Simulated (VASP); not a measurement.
Input of a VASP 6.6.1 run:

File POSCAR:

```
Ca
1.0
    3.9799995206      0.0000000000      0.0000000000
   -1.9899997603      3.4467806919      0.0000000000
    0.0000000000      0.0000000000      6.5200000000
Ca
2
Direct
    0.3333333333      0.6666666667      0.2500000000
    0.6666666667      0.3333333333      0.7500000000
```

INCAR.step1

```
PREC = Accurate
ENCUT = 520
ISMEAR = 0
SIGMA = 0.1
LREAL = F
LASPH = T
NELM = 60
NBANDS = 17
GGA = PE
ALGO = Normal
EDIFF = 1E-4
LWAVE = T
LCHARG = F
```

File INCAR.step2:

```
PREC = Accurate
ENCUT = 520
EDIFF = 1E-6
ISMEAR = 0
SIGMA = 0.1
LREAL = F
LASPH = T
NELM = 60
ALGO = Normal
ISIF = 2
LWAVE = F
LCHARG = T
METAGGA = R2SCAN
LMIXTAU = T
LELF = T
LVHAR = T
NBANDS = 17
ISTART = 1
```

Contents of KPOINTS:

```
regular mesh
0
Gamma
  6 6 4
```

Potentials or basis: VASP PAW PBE potentials, release 64 (Ca_sv).

Launch:

```sh
$ cat potpaw_PBE.64/Ca_sv/POTCAR > POTCAR
$ cp INCAR.step1 INCAR
$ mpirun -np 1 vasp_std > vasp.out
$ cp INCAR.step2 INCAR
$ mpirun -np 1 vasp_std > vasp.out
```

(1) Estimate the pressure.

(2) Predict the band gap on the k mesh.

## Answers

(1) -0.5 GPa.

(2) none (metal or under the smearing width).

Caveat: the PAW data sets were made with another functional, which shifts forces and pressure a little.
